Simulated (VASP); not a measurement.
# Nb (Im-3m) in VASP: relaxation of cell and atoms with PBE

Aim: the relaxation of cell and atoms of Nb with PBE.

Program: VASP 6.6.1. These are calculated values, not measurements. Logs are shortened: lines on timing, memory, paths and dates and some standing lists are left out, and cuts for length are marked.

### 1 Starting point

The structure is cubic, space group Im-3m (No. 229). The conventional cell has a = 3.310 Å, b = 3.310 Å, c = 3.310 Å, α = 90.00°, β = 90.00°, γ = 90.00°. Nb (site symmetry m-3m) has 8 Nb at 2.87 Å as nearest neighbours.

The cell was built by a generator and needn't be a form met in nature.

### 2 Relaxation of cell and atoms, PBE

Input file INCAR:

```
SYSTEM = Nb
PREC = Accurate
ENCUT = 600
EDIFF = 1E-6
ISMEAR = 1
SIGMA = 0.1
LREAL = .FALSE.
LASPH = .TRUE.
NELM = 100
ALGO = Normal
ISIF = 3
LWAVE = .FALSE.
LCHARG = .FALSE.
GGA = PE
IBRION = 2
NSW = 60
EDIFFG = -0.01
```

Input file KPOINTS:

```
Automatic mesh
0
G
  14 14 14
  0 0 0
```

Input file POSCAR:

```
Nb
1.0
   -1.6550000000      1.6550000000      1.6550000000
    1.6550000000     -1.6550000000      1.6550000000
    1.6550000000      1.6550000000     -1.6550000000
Nb
1
Direct
    0.0000000000      0.0000000000      0.0000000000
```

Potentials or basis: VASP PAW PBE potentials, release 64 (Nb_sv).

On the command line:

```
> cat potpaw_PBE.64/Nb_sv/POTCAR > POTCAR
> mpirun -np 1 vasp_std > vasp.out
```

OUTCAR:

```text
SYSTEM = Nb
   PREC = Accurate
   ENCUT = 600
   EDIFF = 1E-6
   ISMEAR = 1
   LREAL = .FALSE.
   LASPH = .TRUE.
   NELM = 100
   ISIF = 3
   GGA = PE
   IBRION = 2
   NSW = 60
   EDIFFG = -0.01

 ion  position               nearest neighbor table
   1  0.000  0.000  0.000-

  LATTYP: Found a body centered cubic cell.
 ALAT       =     3.3100000000

  Lattice vectors:

 A1 = (  -1.6550000000,   1.6550000000,   1.6550000000)
 A2 = (   1.6550000000,  -1.6550000000,   1.6550000000)
 A3 = (   1.6550000000,   1.6550000000,  -1.6550000000)

Analysis of symmetry for initial positions (statically):
=====================================================================
 Subroutine PRICEL returns:
 Original cell was already a primitive cell.

 Routine SETGRP: Setting up the symmetry group for a
 body centered cubic supercell.

 Subroutine GETGRP returns: Found 48 space group operations
 (whereof 48 operations were pure point group operations)
 out of a pool of 48 trial point group operations.

The static configuration has the point symmetry O_h .

Analysis of symmetry for dynamics (positions and initial velocities):
=====================================================================
 Subroutine PRICEL returns:
 Original cell was already a primitive cell.

 Routine SETGRP: Setting up the symmetry group for a
 body centered cubic supercell.

 Subroutine GETGRP returns: Found 48 space group operations
 (whereof 48 operations were pure point group operations)
 out of a pool of 48 trial point group operations.

The dynamic configuration has the point symmetry O_h .

 Subroutine INISYM returns: Found 48 space group operations
 (whereof 48 operations are pure point group operations),
 and found     1 'primitive' translations

----------------------------------------------------------------------------------------

                                     Primitive cell

  volume of cell :      18.1323

  direct lattice vectors                    reciprocal lattice vectors
    -1.655000000  1.655000000  1.655000000     0.000000000  0.302114804  0.302114804
     1.655000000 -1.655000000  1.655000000     0.302114804  0.000000000  0.302114804
     1.655000000  1.655000000 -1.655000000     0.302114804  0.302114804  0.000000000

  length of vectors
     2.866544087  2.866544087  2.866544087     0.427254853  0.427254853  0.427254853

  position of ions in fractional coordinates (direct lattice)
     0.000000000  0.000000000  0.000000000

  ion indices of the primitive-cell ions
   primitive index   ion index
                 1           1

----------------------------------------------------------------------------------------

 KPOINTS: Automatic mesh

Automatic generation of k-mesh.
 Grid dimensions read from file:
 generate k-points for:   14   14   14

 Generating k-lattice:

  Cartesian coordinates                     Fractional coordinates (reciprocal lattice)
     0.000000000  0.021579629  0.021579629     0.071428571  0.000000000  0.000000000
     0.021579629  0.000000000  0.021579629     0.000000000  0.071428571  0.000000000
     0.021579629  0.021579629  0.000000000     0.000000000  0.000000000  0.071428571

  Length of vectors
     0.030518204  0.030518204  0.030518204

  Shift w.r.t. Gamma in fractional coordinates (k-lattice)
     0.000000000  0.000000000  0.000000000

 Subroutine IBZKPT returns following result:
 ===========================================

 Found    104 irreducible k-points:

 Following reciprocal coordinates:
            Coordinates               Weight
  0.000000  0.000000  0.000000      1.000000
  0.071429  0.000000  0.000000     12.000000
  0.142857  0.000000  0.000000     12.000000
  0.214286  0.000000  0.000000     12.000000
  0.285714  0.000000  0.000000     12.000000
  0.357143  0.000000  0.000000     12.000000
[... 16 lines left out ...]
  0.285714  0.285714  0.000000     24.000000
  0.357143  0.285714  0.000000     24.000000
 [... further k-points ...]
   k-points           NKPTS =    104   k-points in BZ     NKDIM =    104   number of bands    NBANDS=     10
   number of dos      NEDOS =    301   number of ions     NIONS =      1
   total plane-waves  NPLWV =  13824
   dimension x,y,z NGX =    24 NGY =   24 NGZ =   24
   dimension x,y,z NGXF=    48 NGYF=   48 NGZF=   48
   ions per type =               1
   NGX,Y,Z   is equivalent  to a cutoff of  13.92, 13.92, 13.92 a.u.
   NGXF,Y,Z  is equivalent  to a cutoff of  27.84, 27.84, 27.84 a.u.
 SYSTEM =  Nb
   PREC   = accura    normal or accurate (medium, high low for compatibility)
   ISTART =      0    job   : 0-new  1-cont  2-samecut
   ICHARG =      2    charge: 1-file 2-atom 10-const
   ISPIN  =      1    spin polarized calculation?
   LNONCOLLINEAR =      F non collinear calculations
   LSORBIT =      F    spin-orbit coupling
   LASPH  =      T    aspherical Exc in radial PAW
   ENCUT  =  600.0 eV  44.10 Ry    6.64 a.u.   5.73  5.73  5.73*2*pi/ulx,y,z
   NELM   =    100;   NELMIN=  2; NELMDL= -5     # of ELM steps
   EDIFF  = 0.1E-05   stopping-criterion for ELM
   LREAL  =      F    real-space projection
   EDIFFG = -.1E-01   stopping-criterion for IOM
   NSW    =     60    number of steps for IOM
   IBRION =      2    ionic relax: 0-MD 1-quasi-New 2-CG
   NFREE  =      1    steps in history (QN), initial steepest desc. (CG)
   ISIF   =      3    stress and relaxation
   ISYM   =      2    0-nonsym 1-usesym 2-fastsym
   POTIM  = 0.5000    time-step for ionic-motion
   TEBEG  =    0.0;   TEEND  =   0.0 temperature during run
   PSTRESS=    0.0 pullay stress
   NELECT =      13.0000    total number of electrons
   NUPDOWN=      -1.0000    fix difference up-down
   EMIN   =  10.00;   EMAX   =-10.00  energy-range for DOS
   EFERMI =   0.00;   METHOD = LEGACY
   ISMEAR =     1;   SIGMA  =   0.10  broadening in eV -4-tet -1-fermi 0-gaus
   EFERMI_NEDOS =   21; number of points for ismear=-14 and -15
   IALGO  =     38    algorithm
   IMIX   =      4    mixing-type and parameters
     AMIX     =   0.40;   BMIX     =  1.00
     AMIX_MAG =   1.60;   BMIX_MAG =  1.00
  volume/ion in A,a.u.               =      18.13       122.36
  Fermi-wavevector in a.u.,A,eV,Ry     =   1.465226  2.768876 29.210175  2.146887
  Thomas-Fermi vector in A             =   2.581108
   LORBIT       =      0    0 simple, 1 ext, 2 COOP (PROOUT), +10 PAW based schemes
   GGA     = PE    functional components
   LHFCALC =     F    Hartree Fock is set to
   AEXX    =    0.0000 exact exchange contribution
   IVDW    =     0    specifies the selected vdW correction
   LEPSILON=     F    determine dielectric tensor
   LRPA    =     F    only Hartree local field effects (RPA)
 conjugate gradient relaxation of ions
 non-spin polarized calculation
 Methfessel and Paxton  Order N= 1 SIGMA  =   0.10
  energy-cutoff  :      600.00
  volume of cell :       18.13
 maximum number of plane-waves:       622
   NGX = 11   NGY = 11   NGZ = 11

 number of electron      13.0000000 magnetization

 Free energy of the ion-electron system (eV)
  ---------------------------------------------------
  ext. energy  EPLUGINS =         0.00000000
  ---------------------------------------------------
  free energy    TOTEN  =       -10.21153121 eV

  energy without entropy =      -10.21131026  energy(sigma->0) =      -10.21145756

 E-fermi :  11.0951     XC(G=0): -12.4667

 val. band max:       11.0923194954   @ k =  -0.2143   0.2143   0.1429
 cond. band min:      11.0957516301   @ k =   0.5000   0.5000   0.1429
 fundamental gap:      0.0034321347
 Fermi energy:        11.0951307533

 k-point     1 :       0.0000    0.0000    0.0000
  band No.  band energies     occupation
      1     -43.2972      2.00000
      2     -18.6082      2.00000
      3     -18.6082      2.00000
      4     -18.6082      2.00000
      5       5.1512      2.00000
      6      11.4509     -0.00001
      7      11.4509     -0.00001
      8      11.4509     -0.00001
      9      14.3385      0.00000
     10      14.3385      0.00000

 k-point     2 :       0.0714    0.0000    0.0000
  band No.  band energies     occupation
      1     -43.2856      2.00000
      2     -18.6791      2.00000
      3     -18.6297      2.00000
      4     -18.6088      2.00000
      5       5.3600      2.00000
      6      11.3230     -0.00587
      7      11.4192     -0.00005
      8      11.6505     -0.00000
      9      14.1461      0.00000
     10      14.3393      0.00000

 k-point     3 :       0.1429    0.0000    0.0000
  band No.  band energies     occupation
      1     -43.2530      2.00000
      2     -18.8743      2.00000
      3     -18.6896      2.00000
      4     -18.6104      2.00000
      5       5.9391      2.00000
      6      10.9868      2.06347
      7      11.2725     -0.03094
      8      12.2368     -0.00000
      9      13.8229      0.00000
     10      14.3577      0.00000

 k-point     4 :       0.2143    0.0000    0.0000
  band No.  band energies     occupation
      1     -43.2056      2.00000
      2     -19.1487      2.00000
      3     -18.7750      2.00000
      4     -18.6128      2.00000
      5       6.7224      2.00000
      6      10.5483      2.00000
      7      11.0294      1.88813
      8      13.1707      0.00000
      9      13.7492      0.00000
     10      14.4273      0.00000

 k-point     5 :       0.2857    0.0000    0.0000
  band No.  band energies     occupation
      1     -43.1524      2.00000
      2     -19.4432      2.00000
      3     -18.8682      2.00000
      4     -18.6155      2.00000
      5       7.3585      2.00000
      6      10.1124      2.00000
      7      11.0782      1.28143
      8      13.9512      0.00000
      9      14.3771      0.00000
     10      14.5701      0.00000

 k-point     6 :       0.3571    0.0000    0.0000
  band No.  band energies     occupation
      1     -43.1040      2.00000
      2     -19.7006      2.00000
      3     -18.9509      2.00000
      4     -18.6180      2.00000
      5       7.5328      2.00000
      6       9.7554      2.00000
      7      11.7814     -0.00000
      8      14.2368      0.00000
      9      14.7703      0.00000
     10      15.7136      0.00000
[... 183 lines left out ...]
 k-point    21 :       0.2857    0.2143    0.0000
  band No.  band energies     occupation
      1     -43.0585      2.00000
      2     -19.7125      2.00000
      3     -19.1566      2.00000
      4     -18.7436      2.00000
      5       8.5463      2.00000
      6       9.7155      2.00000
      7      10.8681      2.00608
      8      14.0077      0.00000
      9      15.1515      0.00000
     10      18.3287      0.00000

 k-point    22 :       0.3571    0.2143   -0.0000
  band No.  band energies     occupation
      1     -43.0401      2.00000
      2     -19.7500      2.00000
      3     -19.2424      2.00000
      4     -18.7512      2.00000
      5       8.4846      2.00000
      6       9.7034      2.00000
      7      11.1938     -0.04747
      8      14.2264      0.00000
      9      15.2738      0.00000
     10      19.5397      0.00000

 k-point    23 :       0.2857    0.2857    0.0000
  band No.  band energies     occupation
      1     -43.0375      2.00000
      2     -19.6771      2.00000
      3     -19.3242      2.00000
      4     -18.7668      2.00000
      5       8.8144      2.00000
      6       9.7925      2.00000
      7      10.7121      2.00000
      8      14.3235      0.00000
      9      15.0982      0.00000
     10      19.9962      0.00000

 k-point    24 :       0.3571    0.2857    0.0000
  band No.  band energies     occupation
      1     -43.0300      2.00000
      2     -19.6270      2.00000
      3     -19.4231      2.00000
      4     -18.7736      2.00000
      5       8.8655      2.00000
      6       9.9420      2.00000
      7      10.5741      2.00000
      8      14.5518      0.00000
      9      15.0299      0.00000
     10      21.2287      0.00000

 [... further k-points ...]
[... 5 lines left out ...]
  --------------------------------------------------------------------------------------
  -------------------------------------------------------------------------------------
  Total       -0.0058210     -0.0058210     -0.0058210      0.0000000      0.0000000     -0.0000000
  in kB       -0.5143410     -0.5143410     -0.5143410      0.0000000      0.0000000     -0.0000000
  external PRESSURE =      -0.5143410 kB  Pullay stress =       0.0000000 kB

 VOLUME and BASIS-vectors are now :
 -----------------------------------------------------------------------------
  energy-cutoff  :      600.00
  volume of cell :       18.13
      direct lattice vectors                 reciprocal lattice vectors
    -1.655000000  1.655000000  1.655000000     0.000000000  0.302114804  0.302114804
     1.655000000 -1.655000000  1.655000000     0.302114804  0.000000000  0.302114804
     1.655000000  1.655000000 -1.655000000     0.302114804  0.302114804  0.000000000

 POSITION                                       TOTAL-FORCE (eV/Angst)
 -----------------------------------------------------------------------------------
      0.00000      0.00000      0.00000        -0.000000      0.000000     -0.000000
 -----------------------------------------------------------------------------------
    total drift:                                0.000000      0.000000     -0.000000

  FREE ENERGIE OF THE ION-ELECTRON SYSTEM (eV)
  ---------------------------------------------------
  free  energy   TOTEN  =       -10.2115312109 eV

  energy  without entropy=      -10.2113102572  energy(sigma->0) =      -10.21145756

 reached required accuracy - stopping structural energy minimisation
```

It took 16 s on 1 thread of Intel Xeon Platinum 8259CL at 2.50GHz (Skylake/Cascade Lake), shared host; peak memory 0.15 GiB.

Results:

| Item | Value |
| --- | --- |
| Free energy | -10.2115 eV |
| Pressure after relaxing | -0.1 GPa |
| Band gap on the k mesh | none (metal or under the smearing width) |

Final structure:
```
Nb
1.0
    -1.65500    1.65500    1.65500
     1.65500   -1.65500    1.65500
     1.65500    1.65500   -1.65500
Nb
1
Direct
  0.00000 0.00000 0.00000
```

Caveat: the relaxation stopped at its first step, so nothing moved.
